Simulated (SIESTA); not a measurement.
Ir:

```
Ir
1.0
     0.00000    1.91560    1.91560
     1.91560    0.00000    1.91560
     1.91560    1.91560    0.00000
Ir
1
Direct
  0.00000 0.00000 0.00000
```

| Item | Value |
| --- | --- |
| Program | SIESTA 5.4.2 |
| Task | relaxation of cell and atoms |
| Functional | PBE |
| Potentials or basis | PseudoDojo 0.4 standard (PBE files) |
| Basis | TZDP (energy shift 0.003 Ry; two zetas on semicore shells) |
| Grid cutoff | 800 Ry |
| Energy shift | 0.003 Ry |
| k mesh | 7 × 7 × 7 |
| Occupations | fermi-dirac, width 0.05 eV |
| Spin | no spin polarisation |

At the start: pressure 16.6 GPa; volume 14.06 Å³/atom.

Q: How do energy, volume and symmetry change on relaxing?

A: Over 5 steps the energy falls by 29.5 meV/atom and the volume is 14.64 Å³/atom (+4.2 %); space group Fm-3m (No. 225, to 0.05 Å).

Step by step:
```
step  energy change (eV)  largest force (eV/Å)  pressure (GPa)  volume (Å³)
   1              0.0000                0.0000           16.58        14.06
   2             -0.0050                0.0000           14.99        14.11
   3             -0.0294                0.0000            0.93        14.61
   4             -0.0295                0.0000           -0.15        14.65
   5             -0.0295                0.0000            0.02        14.64
```

Final structure:
```yaml
crystal:
  lattice:
    - [0.00000, 1.94182, 1.94182]
    - [1.94182, 0.00000, 1.94182]
    - [1.94182, 1.94182, 0.00000]
  atoms:
    - { symbol: Ir, position: [0.00000, 0.00000, 0.00000] }
```

Caveat: the k mesh is coarse (spacing up to 0.41 Å⁻¹), so the values aren't converged; short orbitals over semicore shells can move pressures by several GPa; the basis of atomic orbitals isn't converged, which shifts pressures, moduli and gaps.
